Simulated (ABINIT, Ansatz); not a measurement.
NaI and the functional, program beside program

Space group Fm-3m (No. 225). a = 6.473 Å, b = 6.473 Å, c = 6.473 Å, α = 90.00°, β = 90.00°, γ = 90.00°
| atom | site | symmetry | x | y | z |
| --- | --- | --- | --- | --- | --- |
| I | 4b | m-3m | 0.5000 | 0.0000 | 0.0000 |
| Na | 4a | m-3m | 0.0000 | 0.0000 | 0.0000 |

Kept alike: task band structure; k mesh 7 × 7 × 7; occupations fermi-dirac, width 0.05 eV; no spin polarisation. The mesh is that of the run's cell of 2 atoms. No spin-orbit coupling.

- A: ABINIT; JTH PAW LDA v2.0 (LDA); JTH PAW PBE v2.0 (PBE); PseudoDojo NC SR PBEsol v0.4.1 standard (PBEsol), cutoff 1088 to 1197 eV
- B: Ansatz, all-electron LAPW, scalar-relativistic

| functional | A: pressure (GPa) | B: pressure (GPa) |
| --- | --- | --- |
| LDA | -1.60 | -1.63 |
| PBE | 0.46 | 0.43 |
| PBEsol | -0.53 | -0.50 |

Pressure is positive in compression; plane-wave values hold the error of the finite cutoff.

Q: How large is the effect of the functional, and do the programs agree on it?

A: From LDA to PBE the pressure moves by +2.06 in A, +2.06 in B (GPa). Row by row the programs differ by 0.03 to 0.03, and over this span the shifts, as printed, agree within 1 %. Shifts from LDA: PBE +2.06, +2.06; PBEsol +1.07, +1.13; the programs' shifts differ by up to 0.06.
